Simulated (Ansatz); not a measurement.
## CdSe (wurtzite): which axis gives way under pressure?

Cell and atoms of wurtzite CdSe are relaxed at set pressures, to see how each axis shrinks. The phase is followed to these pressures whether or not it stays the stable one.

Calculated with Ansatz 0.2.0, PBEsol, PAW files of the set soft_1, cutoff 600 eV, Fermi–Dirac smearing 0.02 eV, k-mesh 8×8×4, no spin polarisation, no spin-orbit coupling.

Reference cell, relaxed at zero pressure with PBEsol (P6_3mc): a = 4.3020 Å, b = 4.3020 Å, c = 7.0215 Å, α = 90.00°, β = 90.00°, γ = 120.00°.

```csv
atom,x,y,z
Cd,0.3333,0.6667,0.0001
Cd,0.6667,0.3333,0.5001
Se,0.6667,0.3333,0.1244
Se,0.3333,0.6667,0.6244
```

| P (GPa) | a (Å) | c (Å) | c/a |
| --- | --- | --- | --- |
| −1.01 | 4.3317 | 7.0681 | 1.6317 |
| 0.00 | 4.3020 | 7.0215 | 1.6322 |
| 0.98 | 4.2756 | 6.9800 | 1.6325 |
| 2.00 | 4.2503 | 6.9425 | 1.6334 |
| 4.00 | 4.2059 | 6.8759 | 1.6348 |
| 7.99 | 4.1303 | 6.7746 | 1.6402 |

**Question.** Give the linear compressibility of each axis at zero pressure, and the edges at 6.00 GPa, a row left out above.

Least squares with l = l0 + l1 P + l2 P² gives for a: l0 = 4.3025 Å, l1 = −2.735e−2 Å/GPa, l2 = 7.30e−4 Å/GPa², so β = −l1/l0 = 6.357 × 10⁻³ GPa⁻¹ and the withheld edge is 4.1647 Å. The run itself gives 4.1663 Å, so the estimate misses by 0.0016 Å, more than the largest misfit of the fitted rows (0.0011 Å).

Least squares with l = l0 + l1 P + l2 P² gives for c: l0 = 7.0221 Å, l1 = −4.284e−2 Å/GPa, l2 = 1.49e−3 Å/GPa², so β = −l1/l0 = 6.101 × 10⁻³ GPa⁻¹ and the withheld edge is 6.8187 Å. The run itself gives 6.8206 Å, so the estimate misses by 0.0019 Å; the fitted rows themselves lie up to 0.0016 Å off the law.

The compressibilities add to the volume compressibility, 2β_a + β_c = 18.814 × 10⁻³ GPa⁻¹, or B0 ≈ 53 GPa; a parabola over so wide a range errs a few per cent to the stiff side. The axes shrink nearly alike.

[Logs are printed without paths, hosts, clocks, repeated set-up lines and the standing remarks that a program may print on its own settings, such as how far it seeks lower states.]
